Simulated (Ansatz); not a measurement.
TiSi2 (Fddd), a sublattice moved along a line

Computed with DFT PBEsol, scalar-relativistic, plane waves, PAW (Ansatz). Settings: plane waves to 420 eV, k-mesh 14×14×14 (Γ-centred), Gaussian smearing 0.15 eV. No spin polarisation. Energies are free energies at this smearing, counted from the undisturbed cell; pressure is positive in compression.

The undisturbed cell (relaxed at this level):

```
CELL_PARAMETERS angstrom
0.00000 4.09106 4.24805
2.38088 0.00000 4.24805
2.38088 4.09106 0.00000
ATOMIC_POSITIONS crystal
Ti 0.75000 0.75000 0.75000
Ti 0.50000 0.50000 0.50000
Si 0.08617 0.41383 0.08617
Si 0.41383 0.08617 0.41383
Si 0.16383 0.83617 0.16383
Si 0.83617 0.16383 0.83617
```

Every Ti atom is moved by x along the Cartesian unit vector (0.000, 0.000, 1.000); the cell and all other atoms stay fixed. The cell is metallic on the mesh throughout.

```csv
x (Å),ΔE (meV/cell)
-0.5000,4002.1
-0.2500,906.0
0.0000,0.0
0.3750,2128.4
```

Q: Predict the pressure (GPa) at each point.

A:
```
  x (Å) pressure (GPa)
-0.5000            18.1
-0.2500             4.5
 0.0000             0.0
 0.3750            10.2
```